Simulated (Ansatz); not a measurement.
Crystal: MnSb.

```xyz
2
Lattice="1.7079 0.9861 4.1557 -1.7079 0.9861 4.1557 0.0000 -1.9721 4.1557" Properties=species:S:1:pos:R:3 pbc="T T T"
Mn    0.0000    0.0000    6.2336
Sb    0.0000    0.0000    0.0000
```

The cell was built by a generator and needn't be a form met in nature.

```yaml
Program: Ansatz 0.2.0
Task: single point
Functional: PBE
Potentials_or_basis: all-electron LAPW, scalar-relativistic
Cutoff: 228 eV (chosen from the basis error)
Basis_error_allowed: 0.001 eV/atom
k_mesh: 9 × 9 × 9
Occupations: fermi-dirac, width 0.05 eV
Spin: collinear spin, ferromagnetic start
Starting_moments: "[4.0, 0.0] μB"
```

On this cell: pressure -1.8 GPa; largest force under 0.003 eV/Å; net moment 3.67 μB per cell; site moments Mn +3.74; Sb -0.12 μB; band gap on the k mesh none (metal or under the smearing width).

The same run follows on a disturbed copy (atoms moved at random, drawn with an rms of 0.05 Å):

```xyz
2
Lattice="1.7079 0.9861 4.1557 -1.7079 0.9861 4.1557 0.0000 -1.9721 4.1557" Properties=species:S:1:pos:R:3 pbc="T T T"
Mn   -0.0078    0.0645    6.2048
Sb    0.0059    0.0270   -0.0261
```

Task: What changes?

Result: The energy (extrapolated to zero smearing) moves by +0.7 meV/atom; pressure -1.8 GPa; largest force 0.068 eV/Å; net moment 3.67 μB per cell; site moments Mn +3.74; Sb -0.11 μB; band gap on the k mesh none (metal or under the smearing width).

Forces in eV/Å, atoms in the order of the input:
```
Mn   0.023 -0.064  0.010
Sb  -0.023  0.064 -0.010
```

Stress tensor (GPa, compression positive):
```
 0.89  0.00  0.02
 0.00  0.88  0.01
 0.02  0.01 -7.14
```

Caveats: a cell with one magnetic atom can't hold antiferromagnetic order, which such compounds often take.
